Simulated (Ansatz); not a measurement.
**GaAs: stationary points along a deformation path**

Level of theory: Ansatz, DFT PBE, scalar-relativistic, plane waves, PAW. Settings: plane waves to 420 eV, k-mesh 12×12×12 (Γ-centred), Gaussian smearing 0.05 eV. No spin polarisation. Energies are free energies at this smearing, counted from the undisturbed cell; pressure is positive in compression.

Zero of the scan (as given, not relaxed at this level; it stands at 3.3 GPa):

```
Ga As
1.0
     0.00000    2.82685    2.82685
     2.82685    0.00000    2.82685
     2.82685    2.82685    0.00000
Ga As
1 1
Direct
  0.00000 0.00000 0.00000
  0.75000 0.75000 0.75000
```

At fixed volume and fractional coordinates, lengths along (0.000, 0.000, 1.000) are scaled against those across it; ρ is that ratio over its starting value. V = 22.590 Å³/atom. Δσ is the stress along the axis less the mean stress across it (compression positive).

| ρ | ΔE (meV/atom) | Δσ (GPa) | space group |
| --- | --- | --- | --- |
| 0.650 | 256.4 | 8.16 | I-4m2 |
| 0.707 | 192.2 | 7.98 | I-4m2 |
| 0.780 | 117.7 | 8.00 | I-4m2 |
| 0.850 | 57.7 | 6.61 | I-4m2 |
| 0.920 | 17.1 | 4.10 | I-4m2 |
| 0.960 | 4.4 | 2.21 | I-4m2 |
| 1.000 | 0.0 | 0.00 | F-43m |
| 1.050 | 7.0 | -3.14 | I-4m2 |
| 1.100 | 28.2 | -6.63 | I-4m2 |
| 1.200 | 112.5 | -14.12 | I-4m2 |
| 1.300 | 241.7 | -20.21 | I-4m2 |
| 1.414 | 404.4 | -20.08 | I-4m2 |
| 1.500 | 506.6 | -15.52 | I-4m2 |

How does the stress give the slope of the energy, and where is the energy stationary?

Along the path d ln(length) is 2/3 d ln ρ on the axis and −1/3 d ln ρ across it, so dE/d ln ρ = −(2/3) V Δσ: the energy falls with ρ where Δσ is positive. Δσ vanishes or changes sign at ρ = 1.000 (F-43m), a minimum at 0.0 meV/atom. Pairs of stationary points between two samples would go unseen, and could change a minimum read from distant neighbours into a maximum. At ρ = 1.000 the cell is cubic, where symmetry alone makes the stress isotropic and the slope zero.

Which shear constant sets the curvature at ρ = 1?

For a cubic crystal E/V = (2/3) C (ln ρ)² with C = C′ = (C11 − C12)/2, so Δσ = −2C ln ρ. The parabola of Δσ against ln ρ through ρ = 0.960, 1 and 1.050 gives C ≈ 29 GPa with the ions clamped, rough because the steps are large. It is the stress–strain coefficient at this cell's pressure of 3.3 GPa, not the zero-pressure constant.

Integrate that slope from ρ = 1 to 1.200 by the trapezoid rule.

With V/N in Å³ and 1 eV/Å³ = 160.2 GPa the slopes at ρ = 1.000, 1.050, 1.100, 1.200 are 0, 295, 623, 1327 meV/atom per unit of ln ρ. The steps add 7.2 + 21.4 + 84.9 = 113.4 meV/atom, against 112.5 from the energies; the trapezoid rule misses the curvature of the slope within each step.

The gap closes along the scan, which can put kinks into the curve.

Cost: 13 runs of about 4.7 core-minutes in all, on Intel Xeon Processor @ 2.50GHz (Skylake/Cascade Lake) (shared hosts).